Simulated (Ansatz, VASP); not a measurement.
As: VASP beside Ansatz

```
As
1.0
     1.87988    1.08535    3.32851
    -1.87988    1.08535    3.32851
     0.00000   -2.17070    3.32851
As
2
Direct
  0.76947 0.76947 0.76947
  0.23053 0.23053 0.23053
```

Alike in both runs: functional LDA; k mesh 15 × 15 × 15; occupations gaussian, width 0.1 eV; no spin polarisation.

Ansatz relaxed the structure, and its values are those at the end. VASP's run is a single point on that final structure, the one shown.

|  | VASP | Ansatz |
| --- | --- | --- |
| version | VASP 6.6.1 | Ansatz 0.2.0 |
| potentials or method | VASP PAW LDA potentials, release 64 (As) | scalar-relativistic, plane waves, PAW |
| plane-wave cutoff (eV) | 520 | 420 |
| valence electrons in the cell | 10 | 30 |

Ansatz gave:

- gap on the k mesh at the Fermi level (eV): none
- pressure (GPa): 0.0
- rms of the force components (eV/Å): 0.002

**Question.** What did VASP give for the same quantities?

**Answer.** gap on the k mesh at the Fermi level (eV): none; pressure (GPa): 0.5; rms of the force components (eV/Å): 0.039.

A gap of «none» marks a metal or a gap that the smearing closes. The two sets of potentials don't hold the same shells in valence.
